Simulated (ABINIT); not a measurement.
Here is an ABINIT 10.8.3 (patched build) calculation.

File run.abi:

```
# Pseudopotentials
pp_dirpath "./"
pseudos "Pt.GGA_PBE-JTH.xml, Se.GGA_PBE-JTH.xml"

# Structure
acell 3*1.0
rprim
     7.0373400881     0.0000000000     0.0000000000
    -3.5186700441     6.0945152914     0.0000000000
     0.0000000000     0.0000000000     9.5657936429
ntypat 2
znucl 78 34
natom 3
typat 1 2 2
xred
     0.0000000000     0.0000000000     0.0000000000
     0.6666666667     0.3333333333     0.7500000000
     0.3333333333     0.6666666667     0.2500000000

# Plane-wave basis
ecut 20.0
pawecutdg 40.0

# k points
kptopt 1
ngkpt 6 6 4
nshiftk 1
shiftk 0.0 0.0 0.0

# Exchange and correlation
ixc -116133

# Bands and occupations
nband 15
occopt 3
tsmear 0.00183747

# SCF cycle
nstep 100
tolvrs 1.0e-9

# Output
iomode 3
prtwf 0
prtden 0
prteig 0
prtebands 0
enunit 2
prtvol 2
```

Potentials or basis: JTH PAW PBE v2.0.

Run with:

```console
$ abinit run.abi > log 2>&1
```

Problem. What does it give for the pressure?

Solution. 2.8 GPa.

Problem. Estimate the band gap on the k mesh.

Solution. None (metal or under the smearing width).

Stress tensor (GPa, compression positive):
```
3.38 0.00 0.00
0.00 3.38 0.00
0.00 0.00 1.60
```

Caveat: the PAW data sets were made with another functional, which shifts forces and pressure a little; the atomic spheres overlap. The run has no spin-orbit coupling, so splittings on Pt are missing.
